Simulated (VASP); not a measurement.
The system is Zn2SnN2.

```
CELL_PARAMETERS angstrom
-1.85000 1.85000 5.40000
1.85000 -1.85000 5.40000
1.85000 1.85000 -5.40000
ATOMIC_POSITIONS crystal
Zn 0.25000 0.75000 0.50000
Zn 0.75000 0.25000 0.50000
Sn 0.00000 0.00000 0.00000
N 0.34500 0.34500 0.00000
N 0.65500 0.65500 0.00000
```

The cell was built by a generator and needn't be a form met in nature.

* Program: VASP 6.6.1
* Task: relaxation of cell and atoms
* Functional: PBE
* Potentials or basis: VASP PAW PBE potentials, release 64 (Zn, Sn_d, N)
* Cutoff: 520 eV
* k mesh: 5 × 5 × 5
* Occupations: gaussian, width 0.15 eV
* Spin: no spin polarisation

At the start: pressure -2.7 GPa; volume 14.79 Å³/atom.

How do energy, volume and symmetry change on relaxing?

Over 11 steps the energy falls by 18.1 meV/atom and the volume is 14.26 Å³/atom (-3.5 %); space group I4/mmm (No. 139, to 0.05 Å).

Step by step:
```csv
step,energy change (eV),largest force (eV/Å),pressure (GPa),volume (Å³)
1,0.0000,0.1949,-2.66,73.93
2,-0.0339,0.4699,1.18,71.33
3,-0.0337,0.4856,2.51,71.17
4,-0.0339,0.4812,0.89,71.27
5,-0.0338,0.4809,1.43,71.22
6,-0.0675,0.3590,1.24,71.06
7,-0.0852,0.0041,0.97,70.66
8,-0.0886,0.1280,0.55,70.80
9,-0.0887,0.1053,0.70,70.78
10,-0.0898,0.0213,-0.94,71.63
11,-0.0907,0.0301,-0.25,71.31
```

Final structure:
```
Zn Sn N
1.0
    -1.78731    1.78731    5.58039
     1.78731   -1.78731    5.58039
     1.78731    1.78731   -5.58039
Zn Sn N
2 1 2
Direct
  0.25000 0.75000 0.50000
  0.75000 0.25000 0.50000
  0.00000 0.00000 0.00000
  0.35280 0.35280 0.00000
  0.64720 0.64720 0.00000
```

Caveat: the k mesh is coarse (spacing up to 0.48 Å⁻¹), so the values aren't converged.
